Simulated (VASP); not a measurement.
The system is Br.

```xyz
1
Lattice="-1.4235 1.4235 3.5775 1.4235 -1.4235 3.5775 1.4235 1.4235 -3.5775" Properties=species:S:1:pos:R:3 pbc="T T T"
Br    0.0000    0.0000    0.0000
```

Base run:

* Program: VASP 6.6.1
* Functional: PBE
* Potentials or basis: VASP PAW PBE potentials, release 64 (Br)
* Cutoff: 520 eV
* k mesh: 13 × 13 × 13
* Occupations: gaussian, width 0.05 eV
* Spin: no spin polarisation

Its results: band gap on the k mesh none (metal or under the smearing width); pressure 1.4 GPa.

Problem. The run is repeated on the same cell with these changes: functional from PBE to vdW-DF; cutoff from 520 eV to 500 eV; occupations from gaussian, width 0.05 eV to tetrahedron. What comes out?

Solution. Band gap on the k mesh none (metal or under the smearing width); pressure 3.7 GPa.

Caveats: an odd number of electrons without spin polarisation forces a metal; a magnetic or distorted state may lie lower; the PAW data sets were made with another functional, which shifts forces and pressure a little (some runs); tetrahedron occupations give inexact forces and stress in metals (some runs).
